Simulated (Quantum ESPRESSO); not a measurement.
Runs of Quantum ESPRESSO 7.5 on FeO (Wuestite). The structure is trigonal, space group R-3m (No. 166). The conventional cell has a = 3.038 Å, b = 3.038 Å, c = 7.559 Å, α = 90.00°, β = 90.00°, γ = 120.00°. Fe (site symmetry -3m) is surrounded by 6 O at 2.16 Å. O (site symmetry -3m) has 6 Fe at 2.16 Å as nearest neighbours. 

```tsv
cell	gap on the mesh (eV)	pressure (GPa)	moment (μB)
relaxed to 50 GPa	none	50.1	2.21
relaxed	none	-0.1	4.00
relaxed to 25 GPa	none	25.0	(a)
relaxed to 10 GPa	none	9.9	3.98
```

Alike in all rows: task phonons; level LDA; potentials or basis PseudoDojo 0.4.1 SR LDA standard; spin collinear, ferromagnetic start; k mesh 4 × 4 × 4, shifted; cutoff (eV) 1225; smearing fermi-dirac 0.05 eV; the mesh is coarse, so values aren't converged.

**Question.** Fill in the values left out.

**Answer.** (a) 2.75.

Caveats: all runs use coarse meshes; the mesh is thin for the phonons of a metal; a cell with one magnetic atom can't hold antiferromagnetic order, which such compounds often take; semilocal functionals often make such compounds metallic where correlation or magnetic order opens a gap, which also shifts bond lengths; the cell is more than 3 GPa from zero pressure, which shifts response properties (some runs).

A gap of «none» marks a metal or a gap under the smearing width.
